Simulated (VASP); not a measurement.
# Ta2N (P-3m1) in VASP: a series of runs

The runs below take Ta2N through single point, with PBE.

Program: VASP 6.6.1. These are calculated values, not measurements. Logs are shortened: lines on timing, memory, paths and dates and some standing lists are left out, and cuts for length are marked.

### 1 The structure

The structure is trigonal, space group P-3m1 (No. 164). The conventional cell has a = 3.113 Å, b = 3.113 Å, c = 4.870 Å, α = 90.00°, β = 90.00°, γ = 120.00°. Ta (site symmetry 3m) is surrounded by 3 N at 2.18 Å. N (site symmetry -3m) has 6 Ta at 2.18 Å as nearest neighbours.

The cell comes from a database or a generator and needn't be the stable form of this composition.

### 2 Single point, PBE

File INCAR:

```
ADDGRID = False ; ALGO = Normal
EDIFF = 1E-7 ; ENCUT = 460
GGA = PE ; ISIF = 2
ISMEAR = 0 ; LASPH = True
LCHARG = False ; LREAL = False
LWAVE = False ; NELM = 100
PREC = Accurate ; SIGMA = 0.05
```

File KPOINTS:

```
k-points
0
Gamma
  6 6 4
```

File POSCAR:

```
Ta2N
1.0
    3.1128615060      0.0000000000      0.0000000000
   -1.5564307530      2.6958171426      0.0000000000
    0.0000000000      0.0000000000      4.8698410000
Ta N
2 1
Direct
    0.3333333333      0.6666666667      0.2547110000
    0.6666666667      0.3333333333      0.7452890000
    0.0000000000      0.0000000000      0.0000000000
```

Potentials or basis: VASP PAW PBE potentials, release 64 (Ta_pv, N).

The run is started by

```console
> cat potpaw_PBE.64/Ta_pv/POTCAR potpaw_PBE.64/N/POTCAR > POTCAR
> mpirun -np 1 vasp_std > vasp.out
```

OUTCAR:

```text
EDIFF = 1E-7
   ENCUT = 460
   GGA = PE
   ISIF = 2
   ISMEAR = 0
   LASPH = True
   LREAL = False
   NELM = 100
   PREC = Accurate

 Found     24 irreducible k-points:

 Following reciprocal coordinates:
            Coordinates               Weight
  0.000000  0.000000  0.000000      1.000000
  0.166667  0.000000  0.000000      6.000000
  0.333333 -0.000000  0.000000      6.000000
  0.500000  0.000000  0.000000      3.000000
  0.166667  0.166667  0.000000      6.000000
  0.333333  0.166667  0.000000     12.000000
   k-points           NKPTS =     24   k-points in BZ     NKDIM =     24   number of bands    NBANDS=     17
   number of dos      NEDOS =    301   number of ions     NIONS =      3
   total plane-waves  NPLWV =  20736
   dimension x,y,z NGX =    24 NGY =   24 NGZ =   36
   dimension x,y,z NGXF=    48 NGYF=   48 NGZF=   72
   ions per type =               2   1
   NGX,Y,Z   is equivalent  to a cutoff of  12.82, 12.82, 12.29 a.u.
   NGXF,Y,Z  is equivalent  to a cutoff of  25.63, 25.63, 24.58 a.u.
 SYSTEM =  unknown system
   PREC   = accura    normal or accurate (medium, high low for compatibility)
   ISTART =      0    job   : 0-new  1-cont  2-samecut
   ICHARG =      2    charge: 1-file 2-atom 10-const
   ISPIN  =      1    spin polarized calculation?
   LNONCOLLINEAR =      F non collinear calculations
   LSORBIT =      F    spin-orbit coupling
   LASPH  =      T    aspherical Exc in radial PAW
   ENCUT  =  460.0 eV  33.81 Ry    5.81 a.u.   5.44  5.44  8.52*2*pi/ulx,y,z
   NELM   =    100;   NELMIN=  2; NELMDL= -5     # of ELM steps
   EDIFF  = 0.1E-06   stopping-criterion for ELM
   LREAL  =      F    real-space projection
   EDIFFG = 0.1E-05   stopping-criterion for IOM
   NSW    =      0    number of steps for IOM
   IBRION =     -1    ionic relax: 0-MD 1-quasi-New 2-CG
   NFREE  =      0    steps in history (QN), initial steepest desc. (CG)
   ISIF   =      2    stress and relaxation
   ISYM   =      2    0-nonsym 1-usesym 2-fastsym
   POTIM  = 0.5000    time-step for ionic-motion
   TEBEG  =    0.0;   TEEND  =   0.0 temperature during run
   PSTRESS=    0.0 pullay stress
   NELECT =      27.0000    total number of electrons
   NUPDOWN=      -1.0000    fix difference up-down
   EMIN   =  10.00;   EMAX   =-10.00  energy-range for DOS
   EFERMI =   0.00;   METHOD = LEGACY
   ISMEAR =     0;   SIGMA  =   0.05  broadening in eV -4-tet -1-fermi 0-gaus
   EFERMI_NEDOS =   21; number of points for ismear=-14 and -15
   IALGO  =     38    algorithm
   IMIX   =      4    mixing-type and parameters
     AMIX     =   0.40;   BMIX     =  1.00
     AMIX_MAG =   1.60;   BMIX_MAG =  1.00
  volume/ion in A,a.u.               =      13.62        91.93
  Fermi-wavevector in a.u.,A,eV,Ry     =   1.425852  2.694469 27.661374  2.033054
  Thomas-Fermi vector in A             =   2.546192
   LORBIT       =      0    0 simple, 1 ext, 2 COOP (PROOUT), +10 PAW based schemes
   GGA     = PE    functional components
   LHFCALC =     F    Hartree Fock is set to
   AEXX    =    0.0000 exact exchange contribution
   IVDW    =     0    specifies the selected vdW correction
   LEPSILON=     F    determine dielectric tensor
   LRPA    =     F    only Hartree local field effects (RPA)
 non-spin polarized calculation
 Gauss-broadening in eV      SIGMA  =   0.05
  energy-cutoff  :      460.00
  volume of cell :       40.87
 maximum number of plane-waves:       930
 NGX is ok and might be reduce to    24
   NGX = 11   NGY = 11   NGZ = 17

 number of electron      26.9999996 magnetization

 Free energy of the ion-electron system (eV)
  ---------------------------------------------------
  ext. energy  EPLUGINS =         0.00000000
  ---------------------------------------------------
  free energy    TOTEN  =       -34.37633654 eV

  energy without entropy =      -34.37422039  energy(sigma->0) =      -34.37527846

 E-fermi :   7.5760     XC(G=0): -12.8469

 val. band max:        7.5643022362   @ k =   0.1667   0.0000   0.2500
 cond. band min:       7.6116091495   @ k =   0.3333  -0.0000   0.5000
 fundamental gap:      0.0473069133
 Fermi energy:         7.5759641546

 k-point     1 :       0.0000    0.0000    0.0000
  band No.  band energies     occupation
      1     -28.2235      2.00000
      2     -27.5051      2.00000
      3     -27.5051      2.00000
      4     -27.3798      2.00000
      5     -27.3798      2.00000
      6     -27.2696      2.00000
[... 9 lines left out ...]
     16       7.7456      0.00000
     17       7.7456      0.00000

 k-point     2 :       0.1667    0.0000    0.0000
  band No.  band energies     occupation
      1     -28.1444      2.00000
      2     -27.6573      2.00000
      3     -27.5581      2.00000
      4     -27.5287      2.00000
      5     -27.3939      2.00000
      6     -27.3022      2.00000
[... 9 lines left out ...]
     16       7.9928      0.00000
     17       8.9844      0.00000

 k-point     3 :       0.3333   -0.0000    0.0000
  band No.  band energies     occupation
      1     -27.9896      2.00000
      2     -27.9268      2.00000
      3     -27.7981      2.00000
      4     -27.6530      2.00000
      5     -27.4315      2.00000
      6     -27.4028      2.00000
[... 9 lines left out ...]
     16       9.8102      0.00000
     17       9.9274      0.00000

 k-point     4 :       0.5000    0.0000    0.0000
  band No.  band energies     occupation
      1     -28.1227      2.00000
      2     -27.9241      2.00000
      3     -27.8010      2.00000
      4     -27.6973      2.00000
      5     -27.5006      2.00000
      6     -27.4527      2.00000
[... 9 lines left out ...]
     16      11.1599      0.00000
     17      11.4981      0.00000

 k-point     5 :       0.1667    0.1667    0.0000
  band No.  band energies     occupation
      1     -28.0099      2.00000
      2     -27.8150      2.00000
      3     -27.8022      2.00000
      4     -27.5853      2.00000
      5     -27.4706      2.00000
      6     -27.3701      2.00000
[... 9 lines left out ...]
     16       9.7714      0.00000
     17       9.9940      0.00000

 k-point     6 :       0.3333    0.1667    0.0000
  band No.  band energies     occupation
      1     -28.0526      2.00000
      2     -27.8811      2.00000
      3     -27.8040      2.00000
      4     -27.7320      2.00000
      5     -27.5425      2.00000
      6     -27.4957      2.00000
[... 9 lines left out ...]
     16      10.2008      0.00000
     17      10.8059      0.00000

 [... further k-points ...]

------------------------ aborting loop because EDIFF is reached ----------------------------------------

  FORCE on cell =-STRESS in cart. coord.  units (eV):
  Direction    XX          YY          ZZ          XY          YZ          ZX
  --------------------------------------------------------------------------------------
  -------------------------------------------------------------------------------------
  Total       -0.3000084     -0.3000084     -0.2173127      0.0000000     -0.0000000      0.0000000
  in kB      -11.7619410    -11.7619410     -8.5198261      0.0000000     -0.0000000      0.0000000
  external PRESSURE =     -10.6812360 kB  Pullay stress =       0.0000000 kB

 VOLUME and BASIS-vectors are now :
 -----------------------------------------------------------------------------
  energy-cutoff  :      460.00
  volume of cell :       40.87
      direct lattice vectors                 reciprocal lattice vectors
     3.112861506  0.000000000  0.000000000     0.321247829  0.185472520  0.000000000
    -1.556430753  2.695817143  0.000000000     0.000000000  0.370945041  0.000000000
     0.000000000  0.000000000  4.869841000     0.000000000  0.000000000  0.205345513

 POSITION                                       TOTAL-FORCE (eV/Angst)
 -----------------------------------------------------------------------------------
     -0.00000      1.79721      1.24040        -0.000000      0.000000     -0.257927
      1.55643      0.89861      3.62944         0.000000     -0.000000      0.257927
      0.00000      0.00000      0.00000        -0.000000      0.000000      0.000000
 -----------------------------------------------------------------------------------
    total drift:                               -0.000000      0.000000      0.000000

  FREE ENERGIE OF THE ION-ELECTRON SYSTEM (eV)
  ---------------------------------------------------
  free  energy   TOTEN  =       -34.3763365352 eV

  energy  without entropy=      -34.3742203943  energy(sigma->0) =      -34.37527846
```

Run time: 21 s. Hardware: 1 thread of AMD EPYC 7R43 (Zen 3), shared host; peak memory 0.12 GiB.

The run converged, but some of its settings lie outside the range that counts as converged, so its numbers aren't taken as properties of the crystal.

What came out:

- Free energy: -34.3763 eV
- Pressure: -1.1 GPa
- Largest force: 0.258 eV/Å
- Band gap on the k mesh: none (metal or under the smearing width)

Caveat: the k mesh is coarse (spacing up to 0.39 Å⁻¹), so the values aren't converged; the cutoff is under 1.25 times the usual one of these potentials, so pressure, stress and relaxed cells hold a basis-set (Pulay) error.

### 3 Single point, PBE

INCAR: that of step 2 with these lines changed.

```diff
@@ -6,2 +6,2 @@
 LWAVE = False ; NELM = 100
-PREC = Accurate ; SIGMA = 0.05
+PREC = Accurate ; SIGMA = 0.5
```

KPOINTS is that of step 2.

POSCAR is that of step 2.

Potentials or basis: VASP PAW PBE potentials, release 64 (Ta_pv, N).

The run is started by

```console
> cat potpaw_PBE.64/Ta_pv/POTCAR potpaw_PBE.64/N/POTCAR > POTCAR
> mpirun -np 1 vasp_std > vasp.out
```

Run time: 19 s. Hardware: 1 thread of AMD EPYC 7R43 (Zen 3), shared host; peak memory 0.12 GiB.

These settings aren't checked as converged: the numbers below hold their error.

What came out:

```yaml
Free_energy: -34.4573 eV
Pressure: -0.7 GPa
Largest_force: 0.079 eV/Å
Band_gap_on_the_k_mesh: none (metal or under the smearing width)
```

Caveat: the k mesh is coarse (spacing up to 0.39 Å⁻¹), so the values aren't converged; the cutoff is under 1.25 times the usual one of these potentials, so pressure, stress and relaxed cells hold a basis-set (Pulay) error.

### 4 Single point, PBE

INCAR: that of step 3 with these lines changed.

```diff
@@ -6,2 +6,2 @@
 LWAVE = False ; NELM = 100
-PREC = Accurate ; SIGMA = 0.5
+PREC = Accurate ; SIGMA = 0.2
```

KPOINTS is that of step 3.

POSCAR is that of step 3.

The run is started by

```console
> cat potpaw_PBE.64/Ta_pv/POTCAR potpaw_PBE.64/N/POTCAR > POTCAR
> mpirun -np 1 vasp_std > vasp.out
```

Wall time 27 s (1 thread of AMD EPYC 7R43 (Zen 3), shared host); peak memory 0.12 GiB.

These settings aren't checked as converged: the numbers below hold their error.

Results:

| Item | Value |
| --- | --- |
| Free energy | -34.3881 eV |
| Pressure | -1.0 GPa |
| Largest force | 0.202 eV/Å |
| Band gap on the k mesh | none (metal or under the smearing width) |

Caveat: the k mesh is coarse (spacing up to 0.39 Å⁻¹), so the values aren't converged; the cutoff is under 1.25 times the usual one of these potentials, so pressure, stress and relaxed cells hold a basis-set (Pulay) error.

### 5 Single point, PBE

INCAR: that of step 4 with these lines changed.

```diff
@@ -6,2 +6,2 @@
 LWAVE = False ; NELM = 100
-PREC = Accurate ; SIGMA = 0.2
+PREC = Accurate ; SIGMA = 0.1
```

KPOINTS is that of step 4.

POSCAR is that of step 4.

The run is started by

```console
> cat potpaw_PBE.64/Ta_pv/POTCAR potpaw_PBE.64/N/POTCAR > POTCAR
> mpirun -np 1 vasp_std > vasp.out
```

It took 25 s on 1 thread of AMD EPYC 7R43 (Zen 3), shared host; peak memory 0.12 GiB.

The run converged, but some of its settings lie outside the range that counts as converged, so its numbers aren't taken as properties of the crystal.

Results:

```
Free energy            : -34.3790 eV
Pressure               : -1.1 GPa
Largest force          : 0.235 eV/Å
Band gap on the k mesh : none (metal or under the smearing width)
```

Caveat: the k mesh is coarse (spacing up to 0.39 Å⁻¹), so the values aren't converged; the cutoff is under 1.25 times the usual one of these potentials, so pressure, stress and relaxed cells hold a basis-set (Pulay) error.

(Part 1 of 2 ends here.)
